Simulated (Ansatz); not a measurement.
ZnS, one cell by several methods

```
Zn S
1.0
     3.81100   -0.05716   -0.05716
    -1.95501    3.32900   -0.02092
    -0.09351   -0.09351    6.23400
Zn S
2 2
Direct
  0.33333 0.66667 0.00000
  0.66667 0.33333 0.50000
  0.33333 0.66667 0.38500
  0.66667 0.33333 0.88500
```

Atom numbers follow the list: Zn1, Zn2, S3, S4.

The cell is COD entry 9008878, as deposited and not checked against the literature; nothing was relaxed. It differs from other determinations. The listed cell was then made from it by scaling, straining or moving an atom.

Methods: DFT, PBEsol, PAW with Ansatz's default frozen-core files, scalar-relativistic (Ansatz 0.2.0); DFT, PBEsol, all-electron LAPW, scalar-relativistic (Ansatz 0.2.0).

For PAW: a Γ-centred 8×8×5 k mesh, Fermi–Dirac smearing of 0.03 eV, cutoff 420 eV, no spin polarisation; the PAW files were made with PBE, and the program remakes their frozen cores for this functional. LAPW targets a basis error of 1 meV/atom. The Ansatz runs share mesh, smearing and spin set-up. Plane-wave (PAW) pressures include the program's estimate of the Pulay term.

Stress and pressure are positive in compression.

The change that made this cell: equal xy, yz and zx engineering shear strains of -3 %.

PAW results:

| quantity | PAW |
| --- | --- |
| pressure (GPa) | -1.16 |
| stress xx (GPa) | -0.50 |
| stress yy (GPa) | -0.55 |
| stress zz (GPa) | -2.43 |
| stress yz (GPa) | 1.11 |
| stress xz (GPa) | 1.11 |
| stress xy (GPa) | 1.77 |
| force on Zn1, z (eV/Å) | 0.322 |
| force on Zn2, z (eV/Å) | 0.308 |
| force on S3, z (eV/Å) | -0.302 |
| force on S4, x (eV/Å) | -0.344 |
| band gap (eV) | 1.996 |

What does full-potential LAPW give for the same quantities?


```tsv
quantity	LAPW
pressure (GPa)	-1.15
stress xx (GPa)	-0.49
stress yy (GPa)	-0.54
stress zz (GPa)	-2.42
stress yz (GPa)	1.11
stress xz (GPa)	1.11
stress xy (GPa)	1.77
force on Zn1, z (eV/Å)	0.322
force on Zn2, z (eV/Å)	0.308
force on S3, z (eV/Å)	-0.302
force on S4, x (eV/Å)	-0.344
band gap (eV)	1.999
```
